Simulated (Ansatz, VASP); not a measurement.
## Pb: VASP beside Ansatz

```
Pb
1.0
     2.59639   -2.35856    0.00000
     2.59639    2.35856    0.00000
     0.00000    0.00000    9.84137
Pb
4
Direct
  0.75005 0.24995 0.12497
  0.74995 0.25005 0.62497
  0.24995 0.75005 0.87503
  0.25005 0.74995 0.37503
```

Alike in both runs: functional PBEsol; k mesh 6 × 6 × 2; occupations gaussian, width 0.1 eV; no spin polarisation.

Ansatz relaxed the structure, and its values are those at the end. VASP's run is a single point on that final structure, the one shown.

|  | VASP | Ansatz |
| --- | --- | --- |
| version | VASP 6.6.1 | Ansatz 0.2.0 |
| potentials or method | VASP PAW PBE potentials, release 64 (Pb_d) | scalar-relativistic, plane waves, PAW |
| plane-wave cutoff (eV) | 520 | 420 |
| valence electrons in the cell | 56 | 56 |

VASP gave:

* gap on the k mesh at the Fermi level (eV): none
* pressure (GPa): -0.1

What did Ansatz give for the same quantities?

gap on the k mesh at the Fermi level (eV): none; pressure (GPa): 0.0.

A gap of «none» marks a metal or a gap that the smearing closes. With one functional, cell and mesh, what is left measures potentials, basis and numerics.

Caveats: the PAW data sets were made with another functional, which shifts forces and pressure a little (VASP). Spin-orbit coupling is left out, which matters for the levels of Pb.
